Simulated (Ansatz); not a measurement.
Starting cell, Li$_{3}$N (Li3N type, space group P6/mmm):

```xyz
4
Lattice="3.6344 0.0000 0.0000 -1.8172 3.1474 0.0000 0.0000 0.0000 3.8645" Properties=species:S:1:pos:R:3 pbc="T T T"
Li     0.0000     0.0000     1.9323
Li     0.0000     2.0983     0.0000
Li     1.8172     1.0491     0.0000
N      0.0000     0.0000     0.0000
```

The atoms are displaced by Q × the pattern below (from a DFPT mode at Γ, largest move 1; Q in Å), at fixed cell.

```
atom      x      y       z
----  -----  -----  ------
Li2   0.000  0.000  -1.000
Li3   0.000  0.000   1.000
```

Atoms not listed stay in place.

Computed with PBE (plane waves to 420 eV, PAW, scalar-relativistic; Ansatz, an electronic-structure program). k mesh 10×10×9 (Γ-centred), fixed occupations. Li3N was relaxed with its symmetry unable to fall. The zero of ΔE is the undisplaced structure.

```csv
Q (Å),−dE/dQ from forces (eV/Å),ΔE (meV/cell)
-0.176,[?],0.7
-0.147,[?],-0.4
-0.117,0.002,-0.7
-0.088,-0.007,-0.6
-0.059,-0.009,-0.3
-0.029,-0.006,-0.1
0.000,0.000,0.0
0.029,0.006,-0.1
0.059,0.009,-0.3
0.088,0.007,-0.6
0.117,-0.002,-0.7
0.147,[?],-0.4
0.176,[?],0.7
```

**Question.** Some entries are withheld; supply them.

**Answer.** 
- -0.176, −dE/dQ from forces (eV/Å): 0.053
- -0.147, −dE/dQ from forces (eV/Å): 0.022
- 0.147, −dE/dQ from forces (eV/Å): -0.022
- 0.176, −dE/dQ from forces (eV/Å): -0.053

(For displaced atoms, the force is minus the slope of the energy, and its curvature is a force constant, which sets phonon frequencies.)
